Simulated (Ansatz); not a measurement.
Take a crystal in which Ti has been replaced by Hf on all its sites, with the cell rescaled by a rough guess (in some cases also distorted within its space group) and nothing relaxed:

```xyz
3
Lattice="1.6572 0.9568 5.1779 -1.6572 0.9568 5.1779 0.0000 -1.9136 5.1779" Properties=species:S:1:pos:R:3 pbc="T T T"
Hf    0.0000    0.0000    3.8135
Hf    0.0000    0.0000   11.7203
C     0.0000    0.0000    7.7669
```

All numbers below come from DFT PBEsol, scalar-relativistic, plane waves, PAW (Ansatz 0.2.0).

Cutoff 420 eV; k points 15×15×15 on the computed 3-atom cell (Γ-centred); Gaussian smearing, width 0.10 eV; no spin polarisation.

Question: Will this cell want to expand or contract, and how hard?

Answer: The pressure is -4.6 GPa (positive in compression), so the cell would contract.

Question: Is it a metal on this mesh?

Answer: Yes, a band crosses the Fermi level.

Question: What is its energy against the elements in their standard states?

Answer: -0.689 eV/atom at this unrelaxed geometry, with the elements in the same functional.

Spin-orbit coupling is left out, which matters for the bands of heavy elements.